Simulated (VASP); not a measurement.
Here is a VASP 6.6.1 calculation.

Contents of INCAR:

```
SYSTEM = C
ALGO = Fast
EDIFF = 1E-6
ENCUT = 520
GGA = PE
ISIF = 2
ISMEAR = 0
LASPH = .True.
LCHARG = .True.
LELF = .True.
LREAL = .False.
LVHAR = .True.
LWAVE = .False.
NELM = 60
PREC = Accurate
SIGMA = 0.026000000000000002
```

File KPOINTS:

```
k-points
0
Gamma
  13 13 13
  0 0 0
```

The input POSCAR:

```
C
1.0
    0.0000000000      1.7833700000      1.7833700000
    1.7833700000      0.0000000000      1.7833700000
    1.7833700000      1.7833700000      0.0000000000
C
2
Direct
    0.7500000000      0.7500000000      0.7500000000
    0.5000000000      0.5000000000      0.5000000000
```

Potentials or basis: VASP PAW PBE potentials, release 64 (C).

Run with:

```console
$ cat potpaw_PBE.64/C/POTCAR > POTCAR
$ mpirun -np 1 vasp_std > vasp.out
```

**Question.** Predict the band gap on the k mesh.

**Answer.** 4.14 eV, indirect (least direct gap 5.59 eV).

**Question.** What does it give for the pressure?

**Answer.** 2.5 GPa.

Caveat: an odd mesh through Γ misses points on the zone boundary, where band edges often lie.
